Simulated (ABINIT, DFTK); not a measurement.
Given: the input of a run of DFTK 0.8.2 on ZrS2. The cell is a database's computed one, not the measured one.

run.jl

```julia
using DFTK
using PseudoPotentialData
using Unitful, UnitfulAtomic
using LinearAlgebra, Printf
include("save.jl")
disable_threading()

# lattice vectors are the columns
lattice = austrip(1u"Å") * [  3.6913825498  -1.8456912749            0.0;
                      0.0   3.1968310632            0.0;
                      0.0            0.0     6.04107701]
symbols   = [:Zr, :S, :S]
positions = [[0.0, 0.0, 0.0],
             [0.3333333333, 0.6666666667, 0.23790997],
             [0.6666666667, 0.3333333333, 0.76209003]]
pseudopotentials = PseudoFamily("dojo.nc.sr.pbe.v0_4_1.standard.upf")
elements = Dict(s => ElementPsp(s, pseudopotentials) for s in unique(symbols))
atoms    = [elements[s] for s in symbols]

build_model(lattice, positions; symmetries=true) =
    model_DFT(lattice, atoms, positions;
              functionals=PBE(),
              temperature=austrip(0.05u"eV"),
              smearing=Smearing.FermiDirac(),
              symmetries)
Ecut  = 33.0  # hartree
kgrid = [8, 8, 5]
tol   = 1e-6
to_GPa = ustrip(uconvert(u"GPa", 1u"hartree/bohr^3"))

model = build_model(lattice, positions)
basis = PlaneWaveBasis(model; Ecut, kgrid)
display(basis)
scfres = self_consistent_field(basis;
                               tol,
                               nbandsalg=AdaptiveBands(model; n_bands_converge=17))
display(scfres.energies)
@printf "Fermi level: %.6f eV\n" ustrip(auconvert(u"eV", something(scfres.εF, NaN)))
forces = compute_forces_cart(scfres)
println("Forces (eV/Å)")
for (s, f) in zip(symbols, forces)
    @printf "%-3s %12.6f %12.6f %12.6f\n" s ustrip.(auconvert.(u"eV/Å", f))...
end
stress = compute_stresses_cart(scfres)
println("Stress (GPa)")
display(round.(stress * to_GPa; digits=4))
println("Levels at the first k-point (eV): ", round.(ustrip.(auconvert.(u"eV", scfres.eigenvalues[1][1:scfres.n_bands_converge])); digits=4))
save_scf!(scfres; forces, stress)
```

Potentials or basis: dojo.nc.sr.pbe.v0_4_1.standard.upf (PBE).

Command:

```sh
$ julia --threads=1 run.jl  # save.jl only writes the numbers to a file and isn't shown; printed stress counts tension as positive; times include loading and compiling
```

Task: What does the same run look like in ABINIT 10.8.3 (patched build)? Potentials or basis there: JTH PAW PBE v2.0, cutoff 544 eV.

Result: As run (cutoffs and basis follow the program's own potentials, and thresholds, step limits or extra output files can differ):

The input run.abi:

```
# Pseudopotentials
pp_dirpath "./"
pseudos "Zr.GGA_PBE-JTH.xml, S.GGA_PBE-JTH.xml"

# Structure
structure "poscar:POSCAR"
natom 3

# Plane-wave basis
ecut 544.227725 eV
pawecutdg 40.0

# k points
kptopt 1
ngkpt 8 8 5
nshiftk 1
shiftk 0.0 0.0 0.0

# Exchange and correlation
ixc 11

# Bands and occupations
nband 16
occopt 3
tsmear 0.05 eV

# SCF cycle
nstep 100
tolvrs 1.0e-9

# Output
iomode 3
prtwf 0
prtden 0
prteig 0
prtebands 0
enunit 2
```

POSCAR

```
ZrS2
1.0
    3.6913825498      0.0000000000      0.0000000000
   -1.8456912749      3.1968310632      0.0000000000
    0.0000000000      0.0000000000      6.0410770100
Zr S
1 2
Direct
    0.0000000000      0.0000000000      0.0000000000  Zr
    0.3333333333      0.6666666667      0.2379099700  S
    0.6666666667      0.3333333333      0.7620900300  S
```

Potentials or basis: JTH PAW PBE v2.0.

The run is started by

```bash
$ abinit run.abi > log 2>&1
```

Both were run:

|  | DFTK | ABINIT |
| --- | --- | --- |
| Pressure | 0.5 GPa | 0.3 GPa |

Pressure is positive in compression.
